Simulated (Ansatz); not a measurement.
## ScAl3 (I4/mmm) under several functionals

Plane-wave DFT in Ansatz with scalar-relativistic PAW potentials. The same structure was relaxed (cell and atoms, symmetry kept) in separate runs at each level. Whether it is the stable form of this composition wasn't checked. No spin polarisation.

| level | cutoff (eV) | k mesh | V (Å³/atom) | a (Å) | c (Å) | B0 (GPa) |
| --- | --- | --- | --- | --- | --- | --- |
| LDA | 420 | 14×14×14 | 16.924 | 3.953 | 8.663 | – |
| PBEsol | 420 | 14×14×14 | 17.405 | 3.991 | 8.740 | 87 |
| r2SCAN | 500 | 14×14×14 | 17.565 | 4.006 | 8.754 | 89 |

Q: Where does PBE (420 eV, k mesh 14×14×14) fall?

A: V (Å³/atom) 17.841, a (Å) 4.023, c (Å) 8.818, B0 (GPa) 82. Its volume is the largest of the set. The usual order of volumes, LDA < PBEsol < PBE, holds here (16.924, 17.405, 17.841 Å³/atom). As a rule LDA overbinds; PBEsol, built on the gradient expansion of slowly varying densities, lies between LDA and PBE; PBE's stronger gradient term for exchange weakens bonds. r2SCAN lies 1.5 % under PBE in volume. B0 goes from 87.1 to 82.2 GPa as the volume grows by 2.5 %; on one curve with B' = 4.1 the volume alone, B ∝ V^(−B'), would give 78.7 GPa, and the rest of the difference is the functional's own stiffness.